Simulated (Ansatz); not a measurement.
# AlP: band gap under strain

How does strain move the band edges of AlP (zincblende), and do the functionals agree on it? States: -2.0 % equal strain in all directions; -1.0 % equal strain in all directions; +1.0 % equal strain in all directions.

Program: Ansatz 0.2.0. PAW datasets, plane waves. The values are computed, spin-unpolarised, and not measurements.

**1. Starting point**

The unstrained cell was relaxed with r2SCAN; in each strained cell the atoms were relaxed again with r2SCAN. Names of k-points are those of the unstrained zone, where strain can split equivalent points. First state: -2.0 % equal strain in all directions.

The symmetry is F-43m (No. 216, cubic); a = 5.369 Å in the conventional setting, 19.35 Å³ an atom. Al has 4 P at 2.32 Å; P has 4 Al at 2.32 Å.

Coordinates:

```
CELL_PARAMETERS angstrom
0.00000 2.68447 2.68447
2.68447 0.00000 2.68447
2.68447 2.68447 0.00000
ATOMIC_POSITIONS crystal
Al 0.00000 0.00000 0.00000
P 0.25000 0.25000 0.25000
```

From earlier runs on the unstrained cell: PBE 1.60 eV, r2SCAN 1.92 eV, HSE06 2.28 eV, G0W0 2.31 eV (on its mesh); a = 5.479 Å.

**2. -2.0 % equal strain in all directions: PBE**

input.yaml reads:

```yaml
crystal:
  lattice:
    - [0.0, 2.6844720625, 2.6844720625]
    - [2.6844720625, 0.0, 2.6844720625]
    - [2.6844720625, 2.6844720625, 0.0]
  atoms:
    - { symbol: Al, position: [0.0, 0.0, 0.0] }
    - { symbol: P, position: [0.25, 0.25, 0.25] }
kpoints:
  mp_grid: { grid: [8, 8, 8] }
  band_path:
    path:
      - [0.0, 0.0, 0.0]
      - [-0.5, -0.5, 0.0]
      - [-0.375, -0.375, 0.25]
      - [-0.375, 0.0, 0.375]
      - [0.0, 0.0, 0.5]
      - [-0.5, -0.25, 0.25]
      - [0.0, 0.5, 0.5]
    npoints: 1
hamiltonian:
  xc: pbe
scf:
  occupations: { method: fermi_dirac, width: 0.02 }
  n_extra_bands: 4
output:
  forces: true
  stress: true
  eigenvalues: true
```

Started as:

```sh
ansatz run input.yaml --threads 2 --pin off --max-ram 20275MiB --backend cpu --events-out ev --progress --plain --runs-dir out
```

The runs that follow: -2.0 % equal strain in all directions: r2SCAN; -2.0 % equal strain in all directions: HSE06; -2.0 % equal strain in all directions: r2SCAN; -2.0 % equal strain in all directions: G0W0@PBE; -1.0 % equal strain in all directions: PBE; -1.0 % equal strain in all directions: r2SCAN; -1.0 % equal strain in all directions: HSE06; -1.0 % equal strain in all directions: r2SCAN; -1.0 % equal strain in all directions: G0W0@PBE; +1.0 % equal strain in all directions: PBE; +1.0 % equal strain in all directions: r2SCAN; +1.0 % equal strain in all directions: HSE06; +1.0 % equal strain in all directions: r2SCAN; +1.0 % equal strain in all directions: G0W0@PBE.

**Question.** What will these runs give?

The runs gave:

Least gap in eV (negative: overlap), with the change from the unstrained cell in brackets. G0W0 is on its own coarse mesh.

| state | volume change (%) | PBE | r2SCAN | HSE06 | G0W0 |
| --- | --- | --- | --- | --- | --- |
| -2.0 % equal strain in all directions | -5.9 | 1.48 (-0.12) | 1.81 (-0.11) | 2.16 (-0.12) | 2.20 (-0.11) |
| -1.0 % equal strain in all directions | -3.0 | 1.54 (-0.06) | 1.87 (-0.05) | 2.23 (-0.05) | 2.26 (-0.05) |
| +1.0 % equal strain in all directions | +3.0 | 1.66 (+0.06) | 1.98 (+0.06) | 2.34 (+0.06) | 2.35 (+0.04) |

What this shows: With HSE06, of the states in the table -2.0 % equal strain in all directions shifts the gap most, by -0.121 eV. PBE and HSE06 differ by 0.68 eV on the unstrained gap, and by at most 0.00 eV on its change: the two disagree on the size of the gap but agree on its response to strain. G0W0 here is at a finite number of bands, screening cutoff and k mesh, not at the basis limit.
